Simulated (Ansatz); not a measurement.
Records of electronic-structure calculations.

**BAs (F-43m): spin-orbit coupling beyond the local functionals**

It takes space group F-43m (No. 216, cubic). The conventional cell has a = 4.777 Å, b = 4.777 Å, c = 4.777 Å, α = 90.00°, β = 90.00°, γ = 90.00°. Nearest to B lie 4 As at 2.07 Å. Nearest to As lie 4 B at 2.07 Å. Farther neighbours are not listed.

```xyz
2
Lattice="0.0000 2.3885 2.3885 2.3885 0.0000 2.3885 2.3885 2.3885 0.0000" Properties=species:S:1:pos:R:3 pbc="T T T"
B     0.0000    0.0000    0.0000
As    1.1943    1.1943    1.1943
```

| Quantity | Value |
| --- | --- |
| method | DFT, HSE06 with spin-orbit coupling, plane waves, PAW (and 1 further level or step) |
| program | Ansatz 0.2.0 |
| settings of one run | cutoff 420 eV, 4×4×4 k-mesh, default PAW |
| cost | 2 runs, 35 s in all on 1 × NVIDIA H100 80GB HBM3 (shared by 6 runs) with 3 threads of AMD EPYC 7R13 (Zen 3), shared host (the runs of this entry) |
| notes | The cell and positions come from the Crystallography Open Database and are kept as given unless a step says otherwise. The lattice is static and excitons are left out. |
| HSE06 | 1.87 eV |
| HSE06+SOC | 1.79 eV |

Spin-orbit coupling changes the gap by −0.07 eV and the least direct gap by −0.21 eV. Against experiment, by HSE06+SOC: the gap of 1.79 eV lies −0.03 eV from the measured 1.82 eV (indirect, 300 K, 2019); the direct gap of 3.93 eV lies −0.19 eV from the measured 4.12 eV (direct, 300 K, 2019); the gap of 1.79 eV lies −0.23 eV from the measured 2.02 eV (indirect, 300 K, 2019). An exciton line or allowed optical edge lies below the quasiparticle gap by the binding energy; a forbidden edge can push the onset above it.

[Paths, hosts, dates, memory and timing lines, banners, echoed tables and standing remarks are left out of the program output.]

[Logs are printed without paths, hosts, clocks, repeated set-up lines and the standing remarks that a program may print on its own settings, such as how far it seeks lower states.]

[Runs of the session that timed out or met a known fault of the program may be left out.]

[Cells called generated may have been cut or substituted from an entry of the Crystallography Open Database or the Materials Project.]

[Hosts, paths, dates, database ids (printed as entryN), source tags and the programs' standing remarks are cut or masked in the printed files.]
